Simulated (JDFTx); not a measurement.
Runs of JDFTx 1.7.0 (patched build) on HfO2. It takes space group Fm-3m (No. 225, cubic). Conventional cell: a = 5.115 Å, b = 5.115 Å, c = 5.115 Å, α = 90.00°, β = 90.00°, γ = 90.00°. Hf (site symmetry m-3m) is surrounded by 8 O at 2.21 Å. Around O (site symmetry -43m) lie 4 Hf at 2.21 Å. Measurements of this composition are mostly on another form, of space group No. 14.

```csv
task,level,potentials or basis,U,cell,k mesh,cutoff (eV),smearing,SCF threshold on the residual,density cutoff over wavefunction cutoff,max SCF steps,SCF threshold on the energy,solver of the electrons,mesh quality,gap on the mesh (eV),pressure (GPa),relaxed volume (Å³/atom)
relaxation of cell and atoms,PBE+D3,PseudoDojo-SR-PBE-0.5-standard,-,relaxed,9 × 9 × 9,1143,fermi-dirac 0.05 eV,-,8,100,1e-09 Ha,scf,not flagged,3.97,0.0,(b)
relaxation of cell and atoms,RPBE,PseudoDojo-SR-PBE-0.5-standard,-,relaxed,9 × 9 × 9,1143,fermi-dirac 0.05 eV,-,8,100,1e-09 Ha,scf,not flagged,(c),0.0,11.13
single point,PBE,PseudoDojo-SR-PBE-0.5-standard,-,as given,9 × 9 × 9,1143,fermi-dirac 0.05 eV,-,8,100,1e-09 Ha,scf,not flagged,3.87,-4.9,-
single point,PBEsol,PseudoDojo-SR-PBEsol-0.4.1-standard,-,as given,9 × 9 × 9,1143,fermi-dirac 0.05 eV,-,8,100,1e-09 Ha,scf,not flagged,3.75,-13.2,-
single point,r2SCAN,SG15-PBE-1.2,-,as given,4 × 4 × 4,1088,fermi-dirac 0.05 eV,-,8,100,1e-09 Ha,scf,coarse,3.86,-15.4,-
single point,BLYP,PseudoDojo-SR-PBE-0.5-standard,-,as given,9 × 9 × 9,1143,fermi-dirac 0.05 eV,-,8,100,1e-09 Ha,scf,not flagged,3.92,(a),-
single point,PBE,PseudoDojo-SR-PBE-0.5-standard,-,as given,9 × 9 × 9,1143,fermi-dirac 0.05 eV,-,4,100,1e-08 Ha,scf,not flagged,3.87,-4.9,-
```

Alike in all rows: no spin polarisation.

Q: Estimate the missing entries.

A: (a) 1.6; (b) 10.78; (c) 4.02.

Caveats: some runs use coarse meshes; spin-orbit coupling is left out, which moves the levels of the heavy elements; an odd mesh through Γ misses points on the zone boundary, where band edges often lie (some runs); the potentials were made for another functional, which shifts forces and pressure (some runs); the cutoff is short for these files and lowers the pressure by up to 1 GPa (some runs); so large a pressure means that the cell lies far from this level's equilibrium, or that cutoff or potentials fall short (some runs).

A k mesh can miss the band edges, and the runs leave out spin-orbit coupling on Hf.

Not every run made on this cell is shown here.
